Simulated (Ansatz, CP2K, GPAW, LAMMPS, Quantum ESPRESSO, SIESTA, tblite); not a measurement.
**Other levels on free surface of aqueous Ca2+ and SO4 2-, 6.5 mol of salt per kg of water at 360 K (189 atoms)**

The cell holds 189 atoms: 75 O, 6 S, 102 H and 6 Ca. Its edges and angles: a = 10.669 Å, b = 10.669 Å, c = 25.709 Å, α = 90.0°, β = 90.0°, γ = 90.0°. 51 H2O, 6 Ca2+, 6 SO4 2- placed at random, at 1.85 g/cm³, as a film with 12 Å of vacuum; overlaps pushed apart, then 10 ps at 400 K with divalent ions of Li, Roberts, Chakravorty and Merz (J. Chem. Theory Comput. 9, 2733 (2013)); MMFF94 bonds, angles, torsions, charges and radii (Halgren, J. Comput. Chem. 17, 490 (1996)) in harmonic and 12-6 forms; SPC/E water (Berendsen, Grigera and Straatsma, J. Phys. Chem. 91, 6269 (1987)); charges of ions scaled by 0.85. Snapshot after 20 ps at 360 K and fixed volume. Vacuum lies along c.

Geometry: as built.

The reference, a calculation:

```
method                                           : Kohn-Sham DFT, PBE, PAW, plane waves (Ansatz 0.2.0); cutoff 420 eV, Γ point, fermi-dirac smearing of 0.05 eV; PAW set soft_2
r.m.s. force component                           : 0.9682 eV/Å
longest force                                    : 6.991 eV/Å
gap (highest filled to lowest empty level) : 4.012 eV
SCF cycles                                       : 9
time                                             : 74 s on 4 threads of Arm Neoverse V1, shared host
CPU time                                         : 4.7 min
```

Runs, in no order:
A. QE PBE, sssp-1.3.0-efficiency, 60/480 Ry: Kohn-Sham DFT, PBE, SSSP efficiency 1.3.0 pseudopotentials, plane waves
B. CP2K PBE, SZV-MOLOPT-SR, 600/50 Ry, OT DIIS: Kohn-Sham DFT, PBE, GTH-PBE pseudopotentials, Gaussian and plane waves, SZV-MOLOPT-SR-GTH, orbital transformation
C. SIESTA vdW-DF, PBE potentials, DZP, shift 0.01 Ry, mesh 500 Ry: Kohn-Sham DFT, vdW-DF, PseudoDojo 0.4.1 norm-conserving pseudopotentials (converted to PSML), numerical atomic orbitals (DZP), diagonalisation

Q: Order them from the smallest to the largest r.m.s. force difference.

A, C, B.

```csv
run,"Δ force, r.m.s. (meV/Å)",share of r.m.s. force (%),CPU time
"A. QE PBE, sssp-1.3.0-efficiency, 60/480 Ry",19.9,2.06,1.6 h
"C. SIESTA vdW-DF, PBE potentials, DZP, shift 0.01 Ry, mesh 500 Ry",272,28.1,30 min
"B. CP2K PBE, SZV-MOLOPT-SR, 600/50 Ry, OT DIIS",3145,325,11 min
```

With short bonds to hydrogen, sets of potentials differ among themselves by several per cent in forces even at converged cutoffs, so the reference isn't exact here either. The network of contacts between molecules at the start is that of the classical potential that made the cell, and needn't be the one that DFT or experiment would give. The electronic-structure runs sample only Γ, in a cell whose shortest periodic width is 11 Å.

[Logs are printed without paths, hosts, clocks, repeated set-up lines and the standing remarks that a program may print on its own settings, such as how far it seeks lower states.]

[Hosts, paths, dates, database ids (printed as entryN), source tags and the programs' standing remarks are cut or masked in the printed files.]

[The MMFF94 radii named for the starting cell were scaled by 0.96; in molecules described by MMFF94, hydrogen bound to N, O or S took a small fixed 12-6 site in their place.]
